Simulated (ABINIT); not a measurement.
The system is Al2Pt.

```
Pt Al
1.0
     0.00000    2.95500    2.95500
     2.95500    0.00000    2.95500
     2.95500    2.95500    0.00000
Pt Al
1 2
Direct
  0.00000 0.00000 0.00000
  0.75000 0.75000 0.75000
  0.25000 0.25000 0.25000
```

Base run:

| Item | Value |
| --- | --- |
| Program | ABINIT 10.8.3 (patched build) |
| Functional | BLYP |
| Potentials or basis | JTH PAW PBE v2.0 |
| Cutoff | 517 eV |
| k mesh | 8 × 8 × 8 |
| Occupations | fermi-dirac, width 0.05 eV |
| Spin | no spin polarisation |

Its results: band gap on the k mesh none (metal or under the smearing width); pressure 6.4 GPa.

Q: The run is repeated on the same cell with these changes: functional from BLYP to r2SCAN. What comes out?

A: Band gap on the k mesh none (metal or under the smearing width); pressure -0.3 GPa.

Caveats: the PAW data sets were made with another functional, which shifts forces and pressure a little; spin-orbit coupling is left out, which moves the levels of the heavy elements.
